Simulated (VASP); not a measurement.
# AlN (P6_3mc) in VASP: further runs

One crystal, AlN, is run at these levels: PBE; tasks: single point.

All numbers are computed with VASP 6.6.1; they aren't measurements. Logs are shortened: lines on timing, memory, paths and dates and some standing lists are left out, and cuts for length are marked.

**The experiment to reproduce.**

From “Self-assembly of well-separated AlN nanowires directly on sputtered metallic TiN films”, 2019, arxiv:1910.07391, for a bulk crystal of AlN at 10 K: band gap 6.034 eV (an exciton energy, a little under the gap).

The runs below are set against these values where they give the same quantity.

### Step 1. The crystal as given

Symmetry: P6_3mc, No. 186, hexagonal system. The conventional cell has a = 3.113 Å, b = 3.113 Å, c = 4.981 Å, α = 90.00°, β = 90.00°, γ = 120.00°. Al (site symmetry 3m) has 4 N at 1.89 Å as nearest neighbours. N (site symmetry 3m) is surrounded by 4 Al at 1.89 Å.

### Step 2. Single point, PBE

File INCAR:

```
SYSTEM = AlN
ALGO = Normal ; EDIFF = 1E-7
ENCUT = 520 ; GGA = PE
ISIF = 2 ; ISMEAR = 0
LASPH = .True. ; LCHARG = .False.
LREAL = .False. ; LWAVE = .False.
NBANDS = 16 ; NELM = 80
PREC = Accurate ; SIGMA = 0.02
```

File KPOINTS:

```
k-points
0
Gamma
  3 3 2
  0 0 0
```

File POSCAR:

```
AlN
1.0
    3.1130000000      0.0000000000      0.0000000000
   -1.5565000000      2.6959370800      0.0000000000
    0.0000000000      0.0000000000      4.9810000000
Al N
2 2
Direct
    0.3333333300      0.6666666700      0.0000000000
    0.6666666700      0.3333333300      0.5000000000
    0.3333333300      0.6666666700      0.3800000000
    0.6666666700      0.3333333300      0.8800000000
```

Potentials or basis: VASP PAW PBE potentials, release 64 (Al, N).

The run is started by

```
> cat potpaw_PBE.64/Al/POTCAR potpaw_PBE.64/N/POTCAR > POTCAR
> mpirun -np 1 vasp_std > vasp.out
```

OUTCAR:

```text
SYSTEM = AlN
   EDIFF = 1E-7
   ENCUT = 520
   GGA = PE
   ISIF = 2
   ISMEAR = 0
   LASPH = .True.
   LREAL = .False.
   NELM = 80
   PREC = Accurate

 ion  position               nearest neighbor table
   1  0.333  0.667  0.000-   3 1.89   4 1.89   4 1.89   4 1.89   2 3.07   2 3.07   2 3.07   2 3.07
                             2 3.07   2 3.07
   2  0.667  0.333  0.500-   4 1.89   3 1.89   3 1.89   3 1.89   1 3.07   1 3.07   1 3.07   1 3.07
                             1 3.07   1 3.07
   3  0.333  0.667  0.380-   1 1.89   2 1.89   2 1.89   2 1.89
   4  0.667  0.333  0.880-   2 1.89   1 1.89   1 1.89   1 1.89

  LATTYP: Found a hexagonal cell.
 ALAT       =     3.1130000000
 C/A-ratio  =     1.6000642467

  Lattice vectors:

 A1 = (   3.1130000000,   0.0000000000,   0.0000000000)
 A2 = (  -1.5565000000,   2.6959370800,   0.0000000000)
 A3 = (   0.0000000000,   0.0000000000,   4.9810000000)

Analysis of symmetry for initial positions (statically):
=====================================================================
 Subroutine PRICEL returns:
 Original cell was already a primitive cell.

 Routine SETGRP: Setting up the symmetry group for a
 hexagonal supercell.

 Subroutine GETGRP returns: Found 12 space group operations
 (whereof  6 operations were pure point group operations)
 out of a pool of 24 trial point group operations.

The static configuration has the point symmetry C_3v.
 The point group associated with its full space group is C_6v.

Analysis of symmetry for dynamics (positions and initial velocities):
=====================================================================
 Subroutine PRICEL returns:
 Original cell was already a primitive cell.

 Routine SETGRP: Setting up the symmetry group for a
 hexagonal supercell.

 Subroutine GETGRP returns: Found 12 space group operations
 (whereof  6 operations were pure point group operations)
 out of a pool of 24 trial point group operations.

The dynamic configuration has the point symmetry C_3v.
 The point group associated with its full space group is C_6v.

 Subroutine INISYM returns: Found 12 space group operations
 (whereof  6 operations are pure point group operations),
 and found     1 'primitive' translations

----------------------------------------------------------------------------------------

                                     Primitive cell

[... 76 lines left out ...]
   LREAL  =      F    real-space projection
   EDIFFG = 0.1E-05   stopping-criterion for IOM
   NSW    =      0    number of steps for IOM
   IBRION =     -1    ionic relax: 0-MD 1-quasi-New 2-CG
   NFREE  =      0    steps in history (QN), initial steepest desc. (CG)
   ISIF   =      2    stress and relaxation
   ISYM   =      2    0-nonsym 1-usesym 2-fastsym
   POTIM  = 0.5000    time-step for ionic-motion
   TEBEG  =    0.0;   TEEND  =   0.0 temperature during run
   PSTRESS=    0.0 pullay stress
   NELECT =      16.0000    total number of electrons
   NUPDOWN=      -1.0000    fix difference up-down
   EMIN   =  10.00;   EMAX   =-10.00  energy-range for DOS
   EFERMI =   0.00;   METHOD = LEGACY
   ISMEAR =     0;   SIGMA  =   0.02  broadening in eV -4-tet -1-fermi 0-gaus
   EFERMI_NEDOS =   21; number of points for ismear=-14 and -15
   IALGO  =     38    algorithm
   IMIX   =      4    mixing-type and parameters
     AMIX     =   0.40;   BMIX     =  1.00
     AMIX_MAG =   1.60;   BMIX_MAG =  1.00
  volume/ion in A,a.u.               =      10.45        70.52
  Fermi-wavevector in a.u.,A,eV,Ry     =   1.188629  2.246183 19.222843  1.412839
  Thomas-Fermi vector in A             =   2.324754
   LORBIT       =      0    0 simple, 1 ext, 2 COOP (PROOUT), +10 PAW based schemes
   GGA     = PE    functional components
   LHFCALC =     F    Hartree Fock is set to
   AEXX    =    0.0000 exact exchange contribution
   IVDW    =     0    specifies the selected vdW correction
   LEPSILON=     F    determine dielectric tensor
   LRPA    =     F    only Hartree local field effects (RPA)
 non-spin polarized calculation
 Gauss-broadening in eV      SIGMA  =   0.02
  energy-cutoff  :      520.00
  volume of cell :       41.80
 maximum number of plane-waves:      1152
 NGX is ok and might be reduce to    24
   NGX = 11   NGY = 11   NGZ = 19

 number of electron      15.9999997 magnetization

 Free energy of the ion-electron system (eV)
  ---------------------------------------------------
  ext. energy  EPLUGINS =         0.00000000
  ---------------------------------------------------
  free energy    TOTEN  =       -29.58572903 eV

  energy without entropy =      -29.58572903  energy(sigma->0) =      -29.58572903

 E-fermi :   6.2649     XC(G=0): -10.8929

 val. band max:        6.1767168253   @ k =   0.0000   0.0000   0.0000
 cond. band min:      10.3817771969   @ k =   0.0000   0.0000   0.0000
 fundamental gap:      4.2050603715
 Fermi energy:         6.2648642923

 k-point     1 :       0.0000    0.0000    0.0000
  band No.  band energies     occupation
      1      -8.9941      2.00000
      2      -6.8347      2.00000
      3       0.1755      2.00000
      4       5.3443      2.00000
      5       5.3443      2.00000
      6       6.0005      2.00000
[... 91 lines left out ...]
      3       1.3417      2.00000
      4       1.3417      2.00000
      5       2.3310      2.00000
      6       2.3310      2.00000
[... 8 lines left out ...]
     15      20.0016      0.00000
     16      20.0016      0.00000

------------------------ aborting loop because EDIFF is reached ----------------------------------------

  FORCE on cell =-STRESS in cart. coord.  units (eV):
  Direction    XX          YY          ZZ          XY          YZ          ZX
  --------------------------------------------------------------------------------------
  -------------------------------------------------------------------------------------
  Total        0.9420929      0.9420929      0.8718263      0.0000000      0.0000000     -0.0000000
  in kB       36.1076237     36.1076236     33.4145137      0.0000000      0.0000000     -0.0000000
  external PRESSURE =      35.2099203 kB  Pullay stress =       0.0000000 kB

 VOLUME and BASIS-vectors are now :
 -----------------------------------------------------------------------------
  energy-cutoff  :      520.00
  volume of cell :       41.80
      direct lattice vectors                 reciprocal lattice vectors
     3.113000000  0.000000000  0.000000000     0.321233537  0.185464269  0.000000000
    -1.556500000  2.695937080  0.000000000     0.000000000  0.370928538  0.000000000
     0.000000000  0.000000000  4.981000000     0.000000000  0.000000000  0.200762899

 POSITION                                       TOTAL-FORCE (eV/Angst)
 -----------------------------------------------------------------------------------
     -0.00000      1.79729      0.00000        -0.000000      0.000000     -0.199464
      1.55650      0.89865      2.49050        -0.000000     -0.000000     -0.199464
     -0.00000      1.79729      1.89278         0.000000     -0.000000      0.199464
      1.55650      0.89865      4.38328        -0.000000      0.000000      0.199464
 -----------------------------------------------------------------------------------
    total drift:                               -0.000009      0.000005      0.000380

  FREE ENERGIE OF THE ION-ELECTRON SYSTEM (eV)
  ---------------------------------------------------
  free  energy   TOTEN  =       -29.5857290336 eV

  energy  without entropy=      -29.5857290336  energy(sigma->0) =      -29.58572903
```

stdout:

```text
POSCAR found type information on POSCAR AlN
 POSCAR found :  2 types and       4 ions
 scaLAPACK will be used
 LDA part: xc-table for (Slater+PW92), standard interpolation
 POSCAR, INCAR and KPOINTS ok, starting setup
 FFT: planning ... GRIDC
 FFT: planning ... GRID_SOFT
 FFT: planning ... GRID
 WAVECAR not read
 entering main loop
```

Wall time 4 s (1 thread of AMD EPYC 9R14 (Zen 4), shared host); peak memory 0.12 GiB.

What came out:

```
Free energy            : -29.5857 eV
Pressure               : 3.5 GPa
Largest force          : 0.199 eV/Å
Band gap on the k mesh : 4.21 eV, direct
```

Forces in eV/Å, atoms in the order of the input:
```
Al   0.000  0.000 -0.199
Al   0.000  0.000 -0.199
N    0.000  0.000  0.199
N    0.000  0.000  0.199
```

Stress tensor (GPa, compression positive):
```
3.61 0.00 0.00
0.00 3.61 0.00
0.00 0.00 3.34
```

Caveat: the k mesh is coarse (spacing up to 0.78 Å⁻¹), so the values aren't converged. As with any semilocal functional, this PBE gap is likely too small.

### Step 3. Single point, PBE

INCAR is that of step 2.

File KPOINTS:

```
k-points
0
Gamma
  6 6 4
  0 0 0
```

POSCAR is that of step 2.

Potentials or basis: VASP PAW PBE potentials, release 64 (Al, N).

The run is started by

```
> cat potpaw_PBE.64/Al/POTCAR potpaw_PBE.64/N/POTCAR > POTCAR
> mpirun -np 1 vasp_std > vasp.out
```

It took 9.3 s on 1 thread of AMD EPYC 9R14 (Zen 4), shared host; peak memory 0.12 GiB.

Results (log left out):

| Item | Value |
| --- | --- |
| Free energy | -29.7699 eV |
| Pressure | 3.5 GPa |
| Largest force | 0.130 eV/Å |
| Band gap on the k mesh | 4.22 eV, direct |

Forces in eV/Å, atoms in the order of the input:
```
Al   0.000  0.000 -0.130
Al   0.000  0.000 -0.130
N    0.000  0.000  0.130
N    0.000  0.000  0.130
```

Stress tensor (GPa, compression positive):
```
2.91 0.00 0.00
0.00 2.91 0.00
0.00 0.00 4.54
```

Levels at points of the mesh, in eV from the valence-band top:
```csv
k point,band 6,band 7,band 8,band 9,band 10,band 11
"(0.00, 0.00, 0.00)",-0.18,-0.18,0.00,4.22,6.66,10.61
"(0.50, 0.00, 0.00)",-2.06,-1.77,-0.66,5.82,5.83,8.20
"(0.00, 0.00, 0.50)",-0.52,-0.52,-0.52,6.47,6.47,10.34
"(0.50, 0.00, 0.50)",-1.43,-1.35,-1.35,5.33,5.33,9.29
```

(Continued in part 2 of 2.)
